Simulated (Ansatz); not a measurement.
# Ag2O: properties at the relaxed cell

Aim: for Ag2O, relax it again with other functionals.

Computed with Ansatz 0.2.0 (DFT PBE, scalar-relativistic, plane waves, PAW, unless a step's input says otherwise).

1 further run of the same task is left out (set aside as unsound or not needed).

### Step 1. The structure to begin with

It takes space group Pn-3m (No. 224, cubic). The conventional cell has a = 4.812 Å, b = 4.812 Å, c = 4.812 Å, α = 90.00°, β = 90.00°, γ = 90.00°. Around Ag (site symmetry -3m) lie 2 O at 2.08 Å. Around O (site symmetry -43m) lie 4 Ag at 2.08 Å.

Structure file:

```cif
data_structure
_symmetry_space_group_name_H-M 'Pn-3m:1'
_symmetry_Int_Tables_number 224
_cell_length_a 4.8120
_cell_length_b 4.8120
_cell_length_c 4.8120
_cell_angle_alpha 90.000
_cell_angle_beta 90.000
_cell_angle_gamma 90.000
_cell_volume 111.42
loop_
_atom_site_label
_atom_site_type_symbol
_atom_site_symmetry_multiplicity
_atom_site_Wyckoff_symbol
_atom_site_fract_x
_atom_site_fract_y
_atom_site_fract_z
_atom_site_occupancy
Ag1 Ag 4 b 0.25000 0.25000 0.25000 1
O1 O 2 a 0.00000 0.00000 0.00000 1
```

It is the result of an earlier relaxation at this level (volume 18.57 Å³/atom; gap on the mesh: none (metal)).

### Step 2. The cell under PBEsol

Contents of input.yaml:

```yaml
crystal:
  lattice:
    - [4.8119826548, 0.0, 0.0]
    - [0.0, 4.8119826548, 0.0]
    - [0.0, 0.0, 4.8119826548]
  atoms:
    - { symbol: Ag, position: [0.25, 0.25, 0.25] }
    - { symbol: Ag, position: [0.25, 0.75, 0.75] }
    - { symbol: Ag, position: [0.75, 0.75, 0.25] }
    - { symbol: Ag, position: [0.75, 0.25, 0.75] }
    - { symbol: O, position: [0.0, 0.0, 0.0] }
    - { symbol: O, position: [0.5, 0.5, 0.5] }
basis:
  ecutwfc: 420
kpoints:
  mp_grid: { grid: [8, 8, 8] }
hamiltonian:
  xc: pbesol
scf:
  occupations: { method: gaussian, width: 0.1 }
output:
  forces: true
  stress: true
  eigenvalues: true
relax:
  adjacent_minimum: "off"
  f_tol: 0.005
  max_steps: 50
  cell: { stress_tol: 0.05 }
```

Command:

```sh
ansatz run input.yaml --threads 2 --pin off --max-ram 5120MiB --backend cpu --events-out ev --progress --plain --runs-dir out
```

### Step 3. The cell under PBE+D3(BJ)

input.yaml: that of step 2 with these lines changed.

```diff
@@ -17,3 +17,4 @@
 hamiltonian:
-  xc: pbesol
+  xc: pbe
+  dispersion: d3bj
 scf:
```

### Step 4. Relaxing with LDA

input.yaml: that of step 3 with these lines changed.

```diff
@@ -17,4 +17,3 @@
 hamiltonian:
-  xc: pbe
-  dispersion: d3bj
+  xc: lda
 scf:
```

(Steps that only read results are left out.)

Before running it: what results should come out?

**Answer**, as computed:

The volumes rise in the order LDA, PBEsol, PBE+D3(BJ), PBE, over 11.8 %. PBEsol comes nearest to the reported cell (-0.7 %), which holds thermal expansion that these runs lack. Spin polarisation is off in the runs that give these values; a magnetic solution could lie lower.
